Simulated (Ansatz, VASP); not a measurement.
One calculation of NaHF2, two programs

```
Na H F
1.0
     1.64202    0.94802    4.40693
    -1.64202    0.94802    4.40693
     0.00000   -1.89604    4.40693
Na H F
1 1 2
Direct
  0.00000 0.00000 0.00000
  0.50000 0.50000 0.50000
  0.41000 0.41000 0.41000
  0.59000 0.59000 0.59000
```

Change from the starting cell: strain -0.050 along x and y, -0.050 along z, atoms carried along.

Alike in both runs: task single point; functional PBEsol; k mesh 9 × 9 × 9; occupations gaussian, width 0.05 eV; no spin polarisation.

|  | VASP | Ansatz |
| --- | --- | --- |
| version | VASP 6.6.1 | Ansatz 0.2.0 |
| potentials or method | VASP PAW PBE potentials, release 64 (Na_pv, H, F) | scalar-relativistic, plane waves, PAW |
| plane-wave cutoff (eV) | 520 | 420 |
| valence electrons in the cell | 22 | 24 |

|  | VASP | Ansatz | Ansatz less VASP |
| --- | --- | --- | --- |
| gap on the k mesh at the Fermi level (eV) | 7.19 | 7.22 | +0.032 |
| least direct gap on the mesh (eV) | 7.41 | 7.44 | +0.026 |
| pressure (GPa) | 5.1 | 5.0 | -0.17 |
| largest component of the traceless stress (GPa) | 7.74 | 8.12 | +0.385 |
| rms of the force components (eV/Å) | 0.774 | 0.788 | +0.0140 |

Atom by atom the forces differ by 0.014 eV/Å (rms over components). The two sets of potentials don't hold the same shells in valence.

Caveats: the PAW data sets were made with another functional, which shifts forces and pressure a little (VASP); an odd mesh through Γ misses points on the zone boundary, where band edges often lie.
